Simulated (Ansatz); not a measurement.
# HfN: properties at the relaxed cell

One table from this session's results is given with a row withheld; the runs are named, their logs left out.

Program: Ansatz 0.2.0. Level of theory: DFT PBEsol, scalar-relativistic, plane waves, PAW. These are calculated values, not measurements.

1 further run of the same task is left out (set aside as unsound or not needed).

**The starting structure**

The structure is cubic, space group Fm-3m (No. 225). The conventional cell has a = 4.502 Å, b = 4.502 Å, c = 4.502 Å, α = 90.00°, β = 90.00°, γ = 90.00°. Hf (site symmetry m-3m) has 6 N at 2.25 Å as nearest neighbours. Around N (site symmetry m-3m) lie 6 Hf at 2.25 Å.

Coordinates:

```cif
data_structure
_symmetry_space_group_name_H-M 'Fm-3m'
_symmetry_Int_Tables_number 225
_cell_length_a 4.5017
_cell_length_b 4.5017
_cell_length_c 4.5017
_cell_angle_alpha 90.000
_cell_angle_beta 90.000
_cell_angle_gamma 90.000
_cell_volume 91.23
loop_
_atom_site_label
_atom_site_type_symbol
_atom_site_symmetry_multiplicity
_atom_site_Wyckoff_symbol
_atom_site_fract_x
_atom_site_fract_y
_atom_site_fract_z
_atom_site_occupancy
Hf1 Hf 4 a 0.00000 0.00000 0.00000 1
N1 N 4 b 0.50000 0.00000 0.00000 1
```

This cell was relaxed beforehand with the same method: volume 11.40 Å³/atom, gap on the mesh none (metal).

Set-up of the first run:

File input.yaml:

```yaml
crystal:
  lattice:
    - [0.0, 2.2508709135, 2.2508709135]
    - [2.2508709135, 0.0, 2.2508709135]
    - [2.2508709135, 2.2508709135, 0.0]
  atoms:
    - { symbol: Hf, position: [0.0, 0.0, 0.0] }
    - { symbol: "N", position: [0.5, 0.5, 0.5] }
basis:
  ecutwfc: 420
kpoints:
  mp_grid: { grid: [16, 16, 16] }
  band_path:
    path:
      - [[0.0, 0.0, 0.0], [0.5, 0.0, 0.5], [0.625, 0.25, 0.625]]
      - [[0.375, 0.375, 0.75], [0.0, 0.0, 0.0], [0.5, 0.5, 0.5], [0.5, 0.25, 0.75], [0.5, 0.0, 0.5]]
    npoints: 14
hamiltonian:
  xc: pbesol
scf:
  occupations: { method: gaussian, width: 0.1 }
  n_extra_bands: 6
output:
  forces: true
  stress: true
  eigenvalues: true
  populations: true
  dos: { projected: true, de: 0.02, nscf_kmesh: { grid: [24, 24, 24] } }
  bader: true
```

The run is started by

```
ansatz run input.yaml --threads 1 --pin off --max-ram 2560MiB --backend cpu --events-out ev --progress --plain --runs-dir out
```

Among the steps run: Static run: bands, density of states and charges; Back to the database's cell; Volume × 0.97; Point at V/V0 = 1.03; Volume × 0.94; The cell scaled to 1.06 of its volume; Point at V/V0 = 0.91; Point at V/V0 = 1.10; Point at V/V0 = 0.88.

One of the session's tables, all rows but one given; the rest of the session is left out.

| volume (Å³/atom) | energy above the lowest point (meV/atom) | pressure (GPa) |
| --- | --- | --- |
| 10.035 | 181.6 | 47.59 |
| 10.378 | 96.3 | 32.70 |
| 10.720 | 40.4 | 20.01 |
| 11.062 | ? | ? |
| 11.404 | 0.0 | -0.04 |
| 11.746 | 8.7 | -7.92 |
| 12.088 | 33.0 | -14.65 |
| 12.544 | 85.7 | -22.13 |

**Question.** Estimate the row for volume (Å³/atom) = 11.062.

Worked estimate for «energy above the lowest point (meV/atom)». A straight line through the neighbours (10.720, 40.4) and (11.404, 0.0) gives 40.4 + (0.0 − 40.4) × (11.062 − 10.720) / (11.404 − 10.720) = 20.2; a parabola fitted to 4 rows on both sides gives 9.4.

The run gave: energy above the lowest point (meV/atom): 9.5; pressure (GPa): 9.19. In «energy above the lowest point (meV/atom)» the line misses by +10.7 and the parabola by -0.1.

Caveats from the session: Spin-orbit coupling is left out, which matters for the bands of Hf. Spin polarisation is off in the runs that give these values; a magnetic solution could lie lower.
